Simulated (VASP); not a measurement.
CsH:

```xyz
2
Lattice="0.0000 3.4952 3.4952 3.4952 0.0000 3.4952 3.4952 3.4952 0.0000" Properties=species:S:1:pos:R:3 pbc="T T T"
Cs    0.0000    0.0000    0.0000
H     1.7476    1.7476    1.7476
```

The cell was built by a generator and needn't be a form met in nature.

Base run:

```yaml
Program: VASP 6.6.1
Functional: PBEsol
Potentials_or_basis: VASP PAW PBE potentials, release 64 (Cs_sv, H)
Cutoff: 520 eV
k_mesh: 4 × 4 × 4
Occupations: gaussian, width 0.01 eV
Spin: no spin polarisation
```

Its results: band gap on the k mesh 2.77 eV, indirect (least direct gap 2.81 eV); pressure -0.4 GPa.

**Question.** The run is repeated on the same cell with these changes: functional from PBEsol to HSE06. What comes out?

**Answer.** Band gap on the k mesh 3.78 eV, indirect (least direct gap 3.81 eV); pressure 0.0 GPa.

HSE06 gives the wider gap, since exact exchange removes part of the self-interaction.

Caveats: the PAW data sets were made with another functional, which shifts forces and pressure a little; spin-orbit coupling is left out, which moves the levels of the heavy elements.

A k mesh can miss the band edges.
